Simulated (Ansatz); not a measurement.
**Electron scattering at the Σ3 (112) boundary in fcc Pt with S (substitutional)**

How much does the Σ3 (112) boundary in fcc Pt with S (substitutional) reflect electrons?

Program: Ansatz 0.2.0. Level of theory: Ansatz plane-wave DFT, PBE, PAW files; relaxation of a bicrystal slab with its lowest layers held; PAW set soft_1, in the first sound run; inputs show where later runs differ. Results are calculated unless marked as measured.

### 1. Set-up

The cell holds 23 atoms: 22 Pt and 1 S. Cell: a = 2.773 Å, b = 6.793 Å, c = 29.412 Å, α = 90.0°, β = 90.0°, γ = 90.0°. It derives from Pt. built on the (1 1 2) plane; 2 overlapping atoms removed and the grains opened by 0 Å. Vacuum lies along c.

### 2. Relaxing the bicrystal

The boundary is built by mirroring the lower grain in the boundary plane and removing any atoms that overlap; then the S is put in at the boundary. A thin bicrystal slab is relaxed first, with the lowest layers held and the upper grain free to shift and open.

Contents of input.yaml:

```yaml
crystal:
  lattice:
    - [2.7731313745, 0.0, 0.0]
    - [0.0, 6.7927568571, 0.0]
    - [0.0, 0.0, 29.4122836744]
  atoms:
    - { symbol: Pt, position: [2.0e-10, 0.3333333333, 0.1699970004] }
    - { symbol: Pt, position: [0.5000000002, 0.0, 0.1972146786] }
    - { symbol: Pt, position: [1.0e-10, 0.6666666667, 0.2244323569] }
    - { symbol: Pt, position: [0.5000000001, 0.3333333333, 0.2516500351] }
    - { symbol: Pt, position: [1.0e-10, 0.0, 0.2788677133] }
    - { symbol: Pt, position: [0.5000000001, 0.6666666667, 0.3060853915] }
    - { symbol: Pt, position: [1.0e-10, 0.3333333333, 0.3333030697] }
    - { symbol: Pt, position: [0.5000000001, 0.0, 0.360520748] }
    - { symbol: Pt, position: [0.0, 0.6666666667, 0.3877384262] }
    - { symbol: Pt, position: [0.5, 0.3333333333, 0.4149561044] }
    - { symbol: S, position: [0.0, 0.0, 0.4421737826] }
    - { symbol: Pt, position: [0.0, 0.6666666667, 0.4966091391] }
    - { symbol: Pt, position: [0.5000000001, 0.0, 0.5238268173] }
    - { symbol: Pt, position: [1.0e-10, 0.3333333333, 0.5510444955] }
    - { symbol: Pt, position: [0.5000000001, 0.6666666667, 0.5782621737] }
    - { symbol: Pt, position: [1.0e-10, 0.0, 0.605479852] }
    - { symbol: Pt, position: [0.5000000001, 0.3333333333, 0.6326975302] }
    - { symbol: Pt, position: [1.0e-10, 0.6666666667, 0.6599152084] }
    - { symbol: Pt, position: [0.5000000002, 0.0, 0.6871328866] }
    - { symbol: Pt, position: [2.0e-10, 0.3333333333, 0.7143505648] }
    - { symbol: Pt, position: [0.5000000002, 0.6666666667, 0.7415682431] }
    - { symbol: Pt, position: [2.0e-10, 0.0, 0.7687859213] }
    - { symbol: Pt, position: [0.5000000002, 0.3333333333, 0.7960035995] }
kpoints:
  mp_grid: { grid: [8, 4, 1] }
hamiltonian:
  xc: pbe
  pseudopotentials: { kind: paw, azcp: { folder: soft_1 } }
scf:
  occupations: { method: fermi_dirac, width: 0.1 }
relax:
  f_tol: 0.03
  max_steps: 80
  constraints: [{ sites: [0, 1, 2, 3] }]
```

Run with:

```
> ansatz run input.yaml --threads 4 --pin off --max-ram 15360MiB --backend cpu --events-out ev --progress --plain --runs-dir out
```

Numbers of over 12 decimals in the logs are rounded to 6 here.

Log:

```text
Engine: ansatz 0.2.0, aarch64-unknown-linux-gnu
Pseudopotentials: kind: paw
Pseudopotential: Pt, paw, valence charge 18, recommended cutoff 420 eV (normal), soft_1/Pt.paw.azcp
Pseudopotential: S, paw, valence charge 6, recommended cutoff 420 eV (normal), soft_1/S.paw.azcp
Functional definition: PBE
  parameter kappa = 0.804
  parameter beta = 0.066725
  exchange = pbe_x(kappa = kappa, mu = beta*pi^2/3)
  correlation = pbe_c(beta = beta)
Crystal: 23 atoms, lattice volume = 554.045 Å³
Basis set: ecut = 420 eV, 10909 PW (Γ), exchange–correlation on 40×96×400 points (8 copies of the dense FFT grid, shifted against one another)
Bands: 242, of which v1, the nominal top of the filled ones, is band 201 counted from 1 (200 counted from 0)
Symmetry: 2 space group operations
Space group: Pm (ITA 6), of the structure as read, at distance tolerance 8.2e-5 Å
k-points: 15 of 32 (time reversal used)
Non-local potential: Pt, projectors of the file, l = 0: 3, l = 1: 2, l = 2: 2, l = 3: 1
Non-local potential: S, projectors of the file, l = 0: 2, l = 1: 2, l = 2: 1
PAW form: soft (Blöchl's): semilocal exchange-correlation on the pseudo side does not see the compensation charge
PAW one-centre angular grid: Pt, 590 points (default); XC on 64 Gauss nodes
PAW one-centre angular grid: S, 110 points (default); XC on 64 Gauss nodes
Initial density: superposition of atomic densities (neutral atoms: chi_scale 0, normalization atom)
Initial wavefunctions: pseudopotential atomic-orbital guess
Functional: x = pbe(κ = 0.804, μ = 0.219515), c = pbe(β = 0.066725)
SCF iter   1: F=—  HF=-276446.659875 eV  |F-HF|=—  |Δ(HF+E_count)|=         —  Δρ=6.90e-2  dr2=3.84e1  ethr=3.10e-3  ⟨swp⟩=6.3  Hψ=13845  notcnv=0  defer=78
preconditioner: auto → LDOS  [metal: Δε(μ)=0.013 eV  Ē_g=7.506 eV  σ=0.100 eV  W_gap=0.03  n_scr=154 (ndim 8)  ℏωp=23.7 eV  f_vac=0.312  D(μ)=37.10/eV (n_scr^D=396)  β→1.0]
SCF iter   2: F=—  HF=-276444.540717 eV  |F-HF|=—  |Δ(HF+E_count)|=    2.12e0  Δρ=5.30e-2  dr2=1.78e1  ethr=3.10e-3  ⟨swp⟩=3.0  Hψ=8739  notcnv=0  defer=260
SCF iter   3: F=—  HF=-276439.538565 eV  |F-HF|=—  |Δ(HF+E_count)|=    5.00e0  Δρ=1.11e-2  dr2=1.65e0  ethr=3.10e-3  ⟨swp⟩=2.0  Hψ=6873  notcnv=0  defer=300
SCF iter   4: F=—  HF=-276439.340445 eV  |F-HF|=—  |Δ(HF+E_count)|=   1.98e-1  Δρ=3.31e-3  dr2=2.80e-1  ethr=4.11e-4  ⟨swp⟩=2.6  Hψ=5965  notcnv=0  defer=291
SCF iter   5: F=—  HF=-276439.307497 eV  |F-HF|=—  |Δ(HF+E_count)|=   3.29e-2  Δρ=1.40e-3  dr2=2.78e-2  ethr=6.97e-5  ⟨swp⟩=2.0  Hψ=5058  notcnv=0  defer=291
SCF iter   6: F=—  HF=-276439.305184 eV  |F-HF|=—  |Δ(HF+E_count)|=   2.31e-3  Δρ=5.96e-4  dr2=5.38e-3  ethr=6.91e-6  ⟨swp⟩=2.0  Hψ=5025  notcnv=0  defer=291
SCF iter   7: F=—  HF=-276439.303392 eV  |F-HF|=—  |Δ(HF+E_count)|=   1.79e-3  Δρ=2.93e-4  dr2=1.35e-3  ethr=1.34e-6  ⟨swp⟩=1.6  Hψ=3973  notcnv=0  defer=291
SCF iter   8: F=—  HF=-276439.303423 eV  |F-HF|=—  |Δ(HF+E_count)|=   3.04e-5  Δρ=1.44e-4  dr2=2.37e-4  ethr=3.36e-7  ⟨swp⟩=2.0  Hψ=5028  notcnv=0  defer=291
SCF iter   9: F=—  HF=-276439.303373 eV  |F-HF|=—  |Δ(HF+E_count)|=   4.99e-5  Δρ=4.30e-5  dr2=2.86e-5  ethr=5.89e-8  ⟨swp⟩=2.5  Hψ=5152  notcnv=0  defer=291
SCF iter  10: F=-276439.303364 eV  HF=-276439.303369 eV  |F-HF|=5.53e-6  |Δ(HF+E_count)|=   3.28e-6  Δρ=2.07e-5  dr2=6.34e-6  ethr=5.60e-9  ⟨swp⟩=4.3  Hψ=11179  notcnv=0
SCF 1 converged in 10 iterations: F = -276439.303364 eV  dr2 = 6.34e-6
  greatest PAW one-centre occupation: 1.000 electrons in one spin orbital (limit 2), on the Pt atom at site 15 (counted from 0), in its partial waves of l = 0
relax step   1: F+E_penalty+E_count = -276439.30336376 eV  Δ(F+E_penalty+E_count) = +0.000e0 eV  max|allowed force component| = 1.294e0 eV/Å  Δτ_max = 0.0000 Å  (10 SCF iters, dr2 threshold 2.25e-5 eV, accepted)
Initial density: handed on by an earlier stage of this run
Initial wavefunctions: those handed on with the density
iter 1 solved again at ethr=2.93e-4 eV; its pass at ethr=3.10e-3 eV (dr2=1.18e0 eV) is discarded
SCF iter   1: F=—  HF=-276440.248394 eV  |F-HF|=—  |Δ(HF+E_count)|=         —  Δρ=1.17e-2  dr2=1.18e0  ethr=2.93e-4  ⟨swp⟩=1.4  Hψ=12432  notcnv=0  defer=293
preconditioner: auto → LDOS  [metal: Δε(μ)=0.002 eV  Ē_g=7.569 eV  σ=0.100 eV  W_gap=0.00  n_scr=154 (ndim 8)  ℏωp=23.7 eV  f_vac=0.309  D(μ)=37.81/eV (n_scr^D=408)  β→1.0]
SCF iter   2: F=—  HF=-276440.220293 eV  |F-HF|=—  |Δ(HF+E_count)|=   2.81e-2  Δρ=4.58e-3  dr2=1.97e-1  ethr=2.92e-4  ⟨swp⟩=2.0  Hψ=5414  notcnv=0  defer=293
SCF iter   3: F=—  HF=-276440.178064 eV  |F-HF|=—  |Δ(HF+E_count)|=   4.22e-2  Δρ=1.97e-3  dr2=8.48e-2  ethr=4.90e-5  ⟨swp⟩=3.2  Hψ=7414  notcnv=0  defer=293
SCF iter   4: F=—  HF=-276440.166485 eV  |F-HF|=—  |Δ(HF+E_count)|=   1.16e-2  Δρ=9.31e-4  dr2=1.53e-2  ethr=2.11e-5  ⟨swp⟩=2.4  Hψ=5318  notcnv=0  defer=293
SCF iter   5: F=—  HF=-276440.164782 eV  |F-HF|=—  |Δ(HF+E_count)|=   1.70e-3  Δρ=2.90e-4  dr2=2.13e-3  ethr=3.81e-6  ⟨swp⟩=2.2  Hψ=5239  notcnv=0  defer=293
SCF iter   6: F=—  HF=-276440.164611 eV  |F-HF|=—  |Δ(HF+E_count)|=   1.71e-4  Δρ=9.40e-5  dr2=1.74e-4  ethr=5.30e-7  ⟨swp⟩=2.0  Hψ=4770  notcnv=0  defer=293
SCF iter   7: F=-276440.164582 eV  HF=-276440.164597 eV  |F-HF|=1.50e-5  |Δ(HF+E_count)|=   1.40e-5  Δρ=3.90e-5  dr2=1.82e-5  ethr=2.49e-8  ⟨swp⟩=3.0  Hψ=13325  notcnv=0
SCF 2 converged in 7 iterations: F = -276440.164582 eV  dr2 = 1.82e-5
  greatest PAW one-centre occupation: 1.000 electrons in one spin orbital (limit 2), on the Pt atom at site 19 (counted from 0), in its partial waves of l = 0
relax step   2: F+E_penalty+E_count = -276440.16458161 eV  Δ(F+E_penalty+E_count) = -8.612e-1 eV  max|allowed force component| = 5.902e-1 eV/Å  Δτ_max = 0.1980 Å  (7 SCF iters, dr2 threshold 1.00e-4 eV, accepted)
iter 1 solved again at ethr=9.68e-4 eV; its pass at ethr=3.10e-3 eV (dr2=3.89e0 eV) is discarded
SCF iter   1: F=—  HF=-276440.694390 eV  |F-HF|=—  |Δ(HF+E_count)|=         —  Δρ=1.49e-2  dr2=3.68e0  ethr=9.68e-4  ⟨swp⟩=1.1  Hψ=13485  notcnv=0  defer=285
preconditioner: auto → LDOS  [metal: Δε(μ)=0.005 eV  Ē_g=7.577 eV  σ=0.100 eV  W_gap=0.01  n_scr=154 (ndim 8)  ℏωp=23.7 eV  f_vac=0.311  D(μ)=36.63/eV (n_scr^D=396)  β→1.0]
SCF iter   2: F=—  HF=-276440.623009 eV  |F-HF|=—  |Δ(HF+E_count)|=   7.14e-2  Δρ=5.76e-3  dr2=2.92e-1  ethr=9.15e-4  ⟨swp⟩=2.2  Hψ=5253  notcnv=0  defer=285
SCF iter   3: F=—  HF=-276440.557141 eV  |F-HF|=—  |Δ(HF+E_count)|=   6.59e-2  Δρ=2.47e-3  dr2=1.41e-1  ethr=7.27e-5  ⟨swp⟩=3.1  Hψ=7419  notcnv=0  defer=285
SCF iter   4: F=—  HF=-276440.539600 eV  |F-HF|=—  |Δ(HF+E_count)|=   1.75e-2  Δρ=9.65e-4  dr2=1.70e-2  ethr=3.50e-5  ⟨swp⟩=2.0  Hψ=4950  notcnv=0  defer=285
SCF iter   5: F=—  HF=-276440.536706 eV  |F-HF|=—  |Δ(HF+E_count)|=   2.89e-3  Δρ=3.35e-4  dr2=2.56e-3  ethr=4.22e-6  ⟨swp⟩=2.3  Hψ=5457  notcnv=0  defer=292
SCF iter   6: F=—  HF=-276440.536566 eV  |F-HF|=—  |Δ(HF+E_count)|=   1.40e-4  Δρ=1.32e-4  dr2=3.99e-4  ethr=6.36e-7  ⟨swp⟩=1.9  Hψ=4544  notcnv=0  defer=292
SCF iter   7: F=—  HF=-276440.536539 eV  |F-HF|=—  |Δ(HF+E_count)|=   2.63e-5  Δρ=5.47e-5  dr2=5.20e-5  ethr=9.92e-8  ⟨swp⟩=2.1  Hψ=4883  notcnv=0  defer=292
SCF iter   8: F=-276440.536526 eV  HF=-276440.536538 eV  |F-HF|=1.19e-5  |Δ(HF+E_count)|=   1.33e-6  Δρ=2.58e-5  dr2=1.31e-5  ethr=5.41e-9  ⟨swp⟩=4.0  Hψ=10474  notcnv=0
SCF 3 converged in 8 iterations: F = -276440.536526 eV  dr2 = 1.31e-5
relax step   3: F+E_penalty+E_count = -276440.53652602 eV  Δ(F+E_penalty+E_count) = -3.719e-1 eV  max|allowed force component| = 1.012e0 eV/Å  Δτ_max = 0.1981 Å  (8 SCF iters, dr2 threshold 2.18e-5 eV, accepted)
[...]
relax step   4: F+E_penalty+E_count = -276440.75517306 eV  Δ(F+E_penalty+E_count) = -2.186e-1 eV  max|allowed force component| = 4.516e-1 eV/Å  Δτ_max = 0.1934 Å  (7 SCF iters, dr2 threshold 1.00e-4 eV, accepted)
[...]
relax step   5: F+E_penalty+E_count = -276440.82921193 eV  Δ(F+E_penalty+E_count) = -7.404e-2 eV  max|allowed force component| = 4.159e-1 eV/Å  Δτ_max = 0.1961 Å  (7 SCF iters, dr2 threshold 4.06e-5 eV, accepted)
[...]
relax step   6: F+E_penalty+E_count = -276440.86953489 eV  Δ(F+E_penalty+E_count) = -4.032e-2 eV  max|allowed force component| = 1.043e-1 eV/Å  Δτ_max = 0.1796 Å  (7 SCF iters, dr2 threshold 3.44e-5 eV, accepted)
[...]
relax step   7: F+E_penalty+E_count = -276440.88712067 eV  Δ(F+E_penalty+E_count) = -1.759e-2 eV  max|allowed force component| = 7.698e-2 eV/Å  Δτ_max = 0.1486 Å  (10 SCF iters, accepted)
[...]
relax step   8: F+E_penalty+E_count = -276440.89834802 eV  Δ(F+E_penalty+E_count) = -1.123e-2 eV  max|allowed force component| = 6.197e-2 eV/Å  Δτ_max = 0.1578 Å  (10 SCF iters, accepted)
[...]
relax step   9: F+E_penalty+E_count = -276440.90087776 eV  Δ(F+E_penalty+E_count) = -2.530e-3 eV  max|allowed force component| = 3.482e-2 eV/Å  Δτ_max = 0.0675 Å  (7 SCF iters, dr2 threshold 2.09e-6 eV, accepted)
SCF iter   1: F=—  HF=-276440.903432 eV  |F-HF|=—  |Δ(HF+E_count)|=         —  Δρ=9.93e-4  dr2=4.60e-3  ethr=1.10e-5  ⟨swp⟩=2.8  Hψ=6670  notcnv=0  defer=298
preconditioner: auto → LDOS  [metal: Δε(μ)=0.005 eV  Ē_g=7.656 eV  σ=0.100 eV  W_gap=0.01  n_scr=154 (ndim 8)  ℏωp=23.7 eV  f_vac=0.318  D(μ)=36.15/eV (n_scr^D=396)  β→1.0]
SCF iter   2: F=—  HF=-276440.902965 eV  |F-HF|=—  |Δ(HF+E_count)|=   4.67e-4  Δρ=3.29e-4  dr2=9.23e-4  ethr=1.15e-6  ⟨swp⟩=2.1  Hψ=6887  notcnv=0  defer=298
SCF iter   3: F=—  HF=-276440.902714 eV  |F-HF|=—  |Δ(HF+E_count)|=   2.51e-4  Δρ=1.18e-4  dr2=1.76e-4  ethr=2.30e-7  ⟨swp⟩=2.8  Hψ=6822  notcnv=0  defer=298
SCF iter   4: F=—  HF=-276440.902680 eV  |F-HF|=—  |Δ(HF+E_count)|=   3.46e-5  Δρ=3.61e-5  dr2=1.35e-5  ethr=4.37e-8  ⟨swp⟩=2.9  Hψ=6870  notcnv=0  defer=298
SCF iter   5: F=—  HF=-276440.901394 eV  |F-HF|=—  |Δ(HF+E_count)|=   1.29e-3  Δρ=1.17e-5  dr2=2.54e-6  ethr=3.37e-9  ⟨swp⟩=2.6  Hψ=5877  notcnv=0  defer=298
SCF iter   6: F=—  HF=-276440.901394 eV  |F-HF|=—  |Δ(HF+E_count)|=   5.10e-8  Δρ=5.66e-6  dr2=4.20e-7  ethr=6.31e-10  ⟨swp⟩=2.0  Hψ=5234  notcnv=0  defer=298
SCF iter   7: F=-276440.901394 eV  HF=-276440.901394 eV  |F-HF|=8.14e-8  |Δ(HF+E_count)|=   1.46e-8  Δρ=2.55e-6  dr2=8.97e-8  ethr=2.49e-11  ⟨swp⟩=4.2  Hψ=11511  notcnv=0
SCF 10 converged in 7 iterations: F = -276440.901394 eV  dr2 = 8.97e-8
relax step  10: F+E_penalty+E_count = -276440.90139423 eV  Δ(F+E_penalty+E_count) = -5.165e-4 eV  max|allowed force component| = 1.459e-2 eV/Å  Δτ_max = 0.0218 Å  (7 SCF iters, accepted)
SCF converged after 7 iterations
Free energy (F): -276440.901394 eV
Harris-Foulkes:  -276440.901394 eV  (|F-HF|=8.14e-8)
Internal energy: -276439.735482 eV  (E = F + TS)
E sigma→0 (E₀):  -276440.318438 eV
Entropy (-TS):   -1.165913 eV (-50.692 meV/atom)
Fermi energy:    12.160860 eV
--- Per-component energies (eV) ---
  E_band       = -7130.361724
  E_kinetic    = 13220.786035
  E_local      = -474380.907575  (includes V_loc(G=0)·N_el)
  E_nonlocal   = 4520.174631
  E_hartree    = 231270.267833
  E_xc         = -5188.223129
  E_vxc        = -6036.683747  (∫ρ·V_xc dr)
  E_paw        = -209252.562105  (= ΣΔE_a)
  E_vpaw       = -6994.310359  (= ΣTr[D̂ρ^β])
  E_aug_tail   = 0.024771  (compensation charges beyond the density's cutoff)
  E_ewald      = 163370.704058
  E_smearing   = -1.165913  (= −TS)
  E_closure    = 0.000000  (closes the sum)
  Σ components = -276440.901394   (vs F -276440.901394, Δ=0.00e0)
--- Forces (eV/Å), atoms counted from 1 ---
  atom   1  Pt    -0.00000000    -0.23586080     0.52078878
  atom   2  Pt    -0.00000000    -0.19007239    -0.13830803
  atom   3  Pt     0.00000000     0.28548686    -0.63701634
  atom   4  Pt     0.00000000     0.12878646     0.25890258
  atom   5  Pt    -0.00000000    -0.00086056    -0.00625088
  atom   6  Pt    -0.00000000    -0.00081312    -0.00819132
  atom   7  Pt    -0.00000000     0.00143632     0.00601358
  atom   8  Pt     0.00000000     0.00837916     0.00744426
  atom   9  Pt     0.00000000     0.01209518     0.00522002
  atom  10  Pt    -0.00000000     0.00647092    -0.00313752
  atom  11  S     -0.00000000    -0.01459105    -0.00634791
  atom  12  Pt     0.00000000    -0.00063383    -0.00015069
  atom  13  Pt     0.00000000     0.00368039    -0.00517717
  atom  14  Pt    -0.00000000    -0.00409592    -0.00479842
  atom  15  Pt    -0.00000000    -0.00077587    -0.00057544
  atom  16  Pt     0.00000000    -0.00174181     0.00515560
  atom  17  Pt    -0.00000000     0.00044454     0.00437395
  atom  18  Pt     0.00000000     0.00249511     0.00244263
  atom  19  Pt    -0.00000000    -0.00081859    -0.00146108
  atom  20  Pt    -0.00000000     0.00017962    -0.00108837
  atom  21  Pt    -0.00000000     0.00175383    -0.00143279
  atom  22  Pt    -0.00000000    -0.00138449     0.00115096
  atom  23  Pt     0.00000000     0.00033377     0.00248507
  max |Σ_I F_I| component: 1.06e-4 eV/Å
--- Relaxed structure (10 steps of the walk, 10 accepted, 0 SCFs on fresh bases) ---
  F+E_penalty+E_count = -276440.90139423 eV   max|allowed force component| = 1.459e-2 eV/Å
  atoms:
    - { symbol: Pt, position: [0.0, 0.333333, 0.1699970004] }
    - { symbol: Pt, position: [0.500000, 0.0, 0.197215] }
    - { symbol: Pt, position: [0, 0.666667, 0.2244323569] }
    - { symbol: Pt, position: [0.500000, 0.333333, 0.251650] }
    - { symbol: Pt, position: [-2.028530668248408e-18, -0.00745926, 0.281420] }
    - { symbol: Pt, position: [0.500000, 0.659343, 0.309807] }
    - { symbol: Pt, position: [-2.311635735204137e-18, 0.324833, 0.335488] }
    - { symbol: Pt, position: [0.500000, -0.010939, 0.366001] }
    - { symbol: Pt, position: [-3.5881660490381056e-18, 0.653472, 0.394704] }
    - { symbol: Pt, position: [0.500000, 0.327740, 0.423160] }
    - { symbol: S, position: [8.309811023568533e-18, 0.030557, 0.439901] }
    - { symbol: Pt, position: [-2.712972653590711e-17, 0.566906, 0.484330] }
    - { symbol: Pt, position: [0.500000, -0.084574, 0.506821] }
    - { symbol: Pt, position: [-2.53466988480311e-17, 0.240129, 0.538812] }
    - { symbol: Pt, position: [0.500000, 0.576235, 0.565805] }
    - { symbol: Pt, position: [-2.4304224063993362e-17, -0.089371, 0.593633] }
    - { symbol: Pt, position: [0.500000, 0.244129, 0.622655] }
    - { symbol: Pt, position: [-2.3400962781419926e-17, 0.580617, 0.649660] }
    - { symbol: Pt, position: [0.500000, -0.094633, 0.678803] }
    - { symbol: Pt, position: [-2.3173256639123038e-17, 0.248121, 0.703706] }
    - { symbol: Pt, position: [0.500000, 0.571967, 0.739461] }
    - { symbol: Pt, position: [-2.862894235779143e-17, -0.105274, 0.763029] }
    - { symbol: Pt, position: [0.500000, 0.222659, 0.783424] }
```

Run time: 11 min. Hardware: 4 threads of Arm Neoverse V1, shared host; peak memory 3.2 GiB; 42 min of CPU time.

Step by step:

```csv
step,energy less that of the first step (eV),largest force component (eV/Å)
1,0.0000,1.2942
2,-0.8612,0.5902
3,-1.2332,1.0122
4,-1.4518,0.4516
5,-1.5258,0.4159
6,-1.5662,0.1043
7,-1.5838,0.0770
8,-1.5950,0.0620
9,-1.5975,0.0348
10,-1.5980,0.0146
```

The run keeps the 2 symmetry operations that it works with, so distortions that break them were not tested.

The atoms that moved most (Å):

```csv
atom,dx,dy,dz,length
Pt23,0.000,-0.752,-0.370,0.838
Pt12,0.000,-0.678,-0.361,0.768
Pt13,0.000,-0.574,-0.500,0.762
Pt22,0.000,-0.715,-0.169,0.735
Pt14,0.000,-0.633,-0.360,0.728
Pt15,0.000,-0.614,-0.366,0.715
Pt16,0.000,-0.607,-0.348,0.700
Pt19,0.000,-0.643,-0.245,0.688
```

The relaxed structure:

```cif
data_structure
_symmetry_space_group_name_H-M 'P 1'
_symmetry_Int_Tables_number 1
_cell_length_a 2.7731
_cell_length_b 6.7928
_cell_length_c 29.4123
_cell_angle_alpha 90.000
_cell_angle_beta 90.000
_cell_angle_gamma 90.000
_cell_volume 554.05
loop_
_atom_site_label
_atom_site_type_symbol
_atom_site_fract_x
_atom_site_fract_y
_atom_site_fract_z
_atom_site_occupancy
Pt1 Pt 0.00000 0.33333 0.17000 1
Pt2 Pt 0.50000 0.00000 0.19721 1
Pt3 Pt 0.00000 0.66667 0.22443 1
Pt4 Pt 0.50000 0.33333 0.25165 1
Pt5 Pt 0.00000 0.99254 0.28142 1
Pt6 Pt 0.50000 0.65934 0.30981 1
Pt7 Pt 0.00000 0.32483 0.33549 1
Pt8 Pt 0.50000 0.98906 0.36600 1
Pt9 Pt 0.00000 0.65347 0.39470 1
Pt10 Pt 0.50000 0.32774 0.42316 1
S11 S 0.00000 0.03056 0.43990 1
Pt12 Pt 0.00000 0.56691 0.48433 1
Pt13 Pt 0.50000 0.91543 0.50682 1
Pt14 Pt 0.00000 0.24013 0.53881 1
Pt15 Pt 0.50000 0.57624 0.56580 1
Pt16 Pt 0.00000 0.91063 0.59363 1
Pt17 Pt 0.50000 0.24413 0.62265 1
Pt18 Pt 0.00000 0.58062 0.64966 1
Pt19 Pt 0.50000 0.90537 0.67880 1
Pt20 Pt 0.00000 0.24812 0.70371 1
Pt21 Pt 0.50000 0.57197 0.73946 1
Pt22 Pt 0.00000 0.89473 0.76303 1
Pt23 Pt 0.50000 0.22266 0.78342 1
```

Numbers from this step:

| Property | Result |
| --- | --- |
| free energy | -276440.9014 eV |
| energy at zero smearing | -276440.3184 eV |
| Fermi energy | 12.16 eV |

The largest force component on a free atom ends at 0.015 eV/Å, under the tolerance of 0.03, after 10 steps.

[end of part 1 of 2]

[Logs are printed without paths, hosts, clocks, repeated set-up lines and the standing remarks that a program may print on its own settings, such as how far it seeks lower states.]

[Hosts, paths, dates, database ids (printed as entryN), source tags and the programs' standing remarks are cut or masked in the printed files.]
